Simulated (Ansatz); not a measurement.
All numbers below come from Ansatz, DFT, RPBE, plane waves (420 eV) with PAW, scalar-relativistic. The PAW files were generated under PBE, with cores re-solved for the functional.

An element in the omega (AlB2-type) structure gives this curve. The cell is scaled uniformly from the relaxed one, with fractional coordinates and shape fixed. Energies are extrapolated to zero smearing, pressures are those at the given smearing. Magnetic state: spin not included.

| V (Å³/atom) | E − E₀ (meV/atom) | P (GPa) |
| --- | --- | --- |
| 22.485 | 63.8 | 7.69 |
| 23.507 | 25.7 | 4.66 |
| 24.529 | 5.4 | 2.11 |
| 25.551 | 0.1 | -0.03 |
| 26.573 | 7.3 | -1.83 |
| 27.596 | 25.0 | -3.34 |
| 28.618 | 51.6 | -4.60 |

**Question.** Which element is it?
A. zirconium
B. antimony
C. scandium
D. tin

**Answer.** C. Its fit is V₀ = 25.45 Å³/atom, B₀ = 50 GPa, B₀′ = 3.3.
